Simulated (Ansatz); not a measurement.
BeS in the zincblende structure, relaxed with r2SCAN: the symmetry is F-43m (No. 216, cubic); a = 4.869 Å in the conventional setting, 14.43 Å³ an atom. Around Be lie 4 S at 2.11 Å; around S lie 4 Be at 2.11 Å. One-shot G0W0@PBE in Ansatz 0.2.0 on a 4×4×4 mesh (contour deformation, no spin-orbit coupling), from a PBE gap of 3.122 eV over the mesh points (the G0W0 gap is indirect on the mesh); the number N of bands summed and the screening cutoff rise together. No spin polarisation and no zero-point or thermal motion.

| N | cutoff (eV) | 1000/N | G0W0 gap (eV) |
| --- | --- | --- | --- |
| 50 | 80 | 20.000 | 4.208 |
| 112 | 140 | 8.929 | 4.389 |

**Lay a straight line in 1000/N through these rows.** The slope is -0.0163 eV per unit of 1000/N and the intercept 4.535 eV.

**Predict the gap at N = 203 (210 eV).** 4.535 + (-0.0163) × 4.926 = 4.455 eV; the run gives 4.479 eV, +0.024 eV from the line.

**With that run's result added, what limit do the last two rows suggest?** Their slope is (4.479 − 4.389)/(4.926 − 8.929) = -0.0225, which meets 1/N = 0 at 4.59 eV, against 4.535 eV from the first line. The slope steepens, so 1/N isn't yet asymptotic and the true limit probably lies higher still; the k mesh isn't extrapolated.
